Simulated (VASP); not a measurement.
All values below come from r2SCAN meta-GGA, VASP's PBE PAW potentials (set 64) (plane waves; VASP).

The input files of a VASP run:

INCAR:
```
SYSTEM = Li3N
PREC = Accurate
ENCUT = 520
EDIFF = 1E-6
NELM = 100
ALGO = Normal
LREAL = .FALSE.
LASPH = .TRUE.
ISMEAR = 0
SIGMA = 0.05
LWAVE = .FALSE.
LCHARG = .FALSE.
ISIF = 2
METAGGA = R2SCAN
LMIXTAU = .TRUE.
```

### POSCAR
```
Li3N
1
    1.8250000000    -3.1609930000     0.0000000000
    1.8250000000     3.1609930000     0.0000000000
    0.0000000000     0.0000000000     3.8700000000
Li N
3 1
Direct
  0.3333330000   0.6666670000   0.0000000000
  0.6666670000   0.3333330000   0.0000000000
  0.0000000000   0.0000000000   0.5000000000
  0.0000000000   0.0000000000   0.0000000000
```

### KPOINTS
```
Automatic
0
G
6 6 5
0 0 0
```

POTCAR, in this order: Li_sv N (PBE.64 set). Program: vasp_std.

The run wrote:

OSZICAR:
```
       N       E                     dE             d eps       ncg     rms          rms(c)
DAV:   1     0.519974940578E+02    0.51997E+02   -0.68728E+03   462   0.140E+03
DAV:   2    -0.164609244272E+02   -0.68458E+02   -0.64178E+02   622   0.256E+02
DAV:   3    -0.243242663302E+02   -0.78633E+01   -0.78282E+01   722   0.821E+01
DAV:   4    -0.252867555525E+02   -0.96249E+00   -0.96174E+00   752   0.222E+01
DAV:   5    -0.252954104963E+02   -0.86549E-02   -0.86545E-02   623   0.286E+00    0.906E+00
DAV:   6    -0.187409512069E+02    0.65545E+01   -0.16964E+01   551   0.211E+01    0.366E+00
DAV:   7    -0.176646026662E+02    0.10763E+01   -0.10363E+00   639   0.787E+00    0.196E+00
DAV:   8    -0.192205983843E+02   -0.15560E+01   -0.47694E-01   500   0.688E+00    0.869E-01
DAV:   9    -0.181733011101E+02    0.10473E+01   -0.36989E-01   474   0.739E+00    0.587E-01
DAV:  10    -0.181828802176E+02   -0.95791E-02   -0.45122E-02   637   0.228E+00    0.461E-01
DAV:  11    -0.181750074369E+02    0.78728E-02   -0.28291E-02   483   0.212E+00    0.320E-01
DAV:  12    -0.182101641477E+02   -0.35157E-01   -0.10157E-01   468   0.246E+00    0.224E-01
DAV:  13    -0.182122128148E+02   -0.20487E-02   -0.80471E-03   548   0.644E-01    0.751E-02
DAV:  14    -0.182115251909E+02    0.68762E-03   -0.70635E-04   521   0.330E-01    0.773E-02
DAV:  15    -0.182126022465E+02   -0.10771E-02   -0.10804E-03   503   0.344E-01    0.520E-02
DAV:  16    -0.182127698321E+02   -0.16759E-03   -0.37604E-04   489   0.157E-01    0.121E-02
DAV:  17    -0.182127570267E+02    0.12805E-04   -0.10726E-04   647   0.785E-02    0.229E-02
DAV:  18    -0.182127562873E+02    0.73946E-06   -0.47879E-05   509   0.520E-02    0.991E-03
DAV:  19    -0.182127418615E+02    0.14426E-04   -0.98364E-06   483   0.335E-02    0.629E-03
DAV:  20    -0.182127477332E+02   -0.58717E-05   -0.53998E-06   486   0.192E-02    0.243E-03
DAV:  21    -0.182127425919E+02    0.51413E-05   -0.87590E-07   469   0.121E-02    0.104E-03
DAV:  22    -0.182127436106E+02   -0.10187E-05   -0.28125E-07   258   0.498E-03    0.444E-04
DAV:  23    -0.182127422618E+02    0.13489E-05   -0.61495E-08   258   0.226E-03    0.350E-04
DAV:  24    -0.182127424308E+02   -0.16901E-06   -0.26629E-08   258   0.176E-03
   1 F= -.18212742E+02 E0= -.18212742E+02  d E =-.143999E-13
```

OUTCAR:
```
------------------------ aborting loop because EDIFF is reached ----------------------------------------
  FORCE on cell =-STRESS in cart. coord.  units (eV):
  Direction    XX          YY          ZZ          XY          YZ          ZX
  --------------------------------------------------------------------------------------
  Total       -0.4988215     -0.4988216     -0.1115845      0.0000000     -0.0000000      0.0000000
  in kB      -17.8989858    -17.8989889     -4.0039348      0.0000000     -0.0000000      0.0000000
  external PRESSURE =     -13.2673032 kB  Pullay stress =       0.0000000 kB
  volume of cell :       44.65
      direct lattice vectors                 reciprocal lattice vectors
     1.825000000 -3.160993000  0.000000000     0.273972603 -0.158178142  0.000000000
     1.825000000  3.160993000  0.000000000     0.273972603  0.158178142  0.000000000
     0.000000000  0.000000000  3.870000000     0.000000000  0.000000000  0.258397933
 POSITION                                       TOTAL-FORCE (eV/Angst)
 -----------------------------------------------------------------------------------
      1.82500      1.05367      0.00000         0.000000      0.000000      0.000000
      1.82500     -1.05367      0.00000        -0.000000     -0.000000      0.000000
      0.00000      0.00000      1.93500        -0.000000      0.000000      0.000000
      0.00000      0.00000      0.00000        -0.000000      0.000000      0.000000
 -----------------------------------------------------------------------------------
    total drift:                                0.000000     -0.000000      0.000000
  FREE ENERGIE OF THE ION-ELECTRON SYSTEM (eV)
  ---------------------------------------------------
  free  energy   TOTEN  =       -18.2127424308 eV

  energy  without entropy=      -18.2127424308  energy(sigma->0) =      -18.21274243
```
(Selected blocks of OUTCAR.)

The compound is Li3N in the alpha structure. The cell was not relaxed at this level. The run is one of a series of settings (GGA removed, LMIXTAU = .TRUE., METAGGA = R2SCAN against the base run), some of them coarse on purpose.
